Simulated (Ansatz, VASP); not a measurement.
Two plane-wave programs on Al2Cu

```
Al Cu
1.0
     4.12116    0.00000    0.00000
     0.00000    4.12116    0.00000
     0.00000    0.00000    2.88473
Al Cu
2 1
Direct
  0.50000 0.00782 0.50000
  0.00000 0.46554 0.50000
  0.00000 0.01131 0.00000
```

Change from the starting cell: mode 4 frozen in at +0.000 Å and mode 9 at -0.142 Å (largest displacements).

Alike in both runs: task single point; functional PBE; k mesh 10 × 10 × 14; occupations gaussian, width 0.15 eV; no spin polarisation.

|  | VASP | Ansatz |
| --- | --- | --- |
| version | VASP 6.6.1 | Ansatz 0.2.0 |
| potentials or method | VASP PAW PBE potentials, release 64 (Al, Cu) | scalar-relativistic, plane waves, PAW |
| plane-wave cutoff (eV) | 520 | 520 |
| valence electrons in the cell | 17 | 25 |

Ansatz gave:

* gap on the k mesh at the Fermi level (eV): none
* pressure (GPa): 1.7
* largest component of the traceless stress (GPa): 0.90
* rms of the force components (eV/Å): 0.723

**Question.** What did VASP give for the same quantities?

**Answer.** gap on the k mesh at the Fermi level (eV): none; pressure (GPa): 1.6; largest component of the traceless stress (GPa): 0.91; rms of the force components (eV/Å): 0.725.

Atom by atom the forces differ by 0.003 eV/Å (rms over components). A gap of «none» marks a metal or a gap that the smearing closes. With one functional, cell and mesh, what is left measures potentials, basis and numerics. The two sets of potentials don't hold the same shells in valence.

Caveats: forces of over 1 eV/Å show positions far from the minimum, so gaps and moduli don't describe the material at rest.
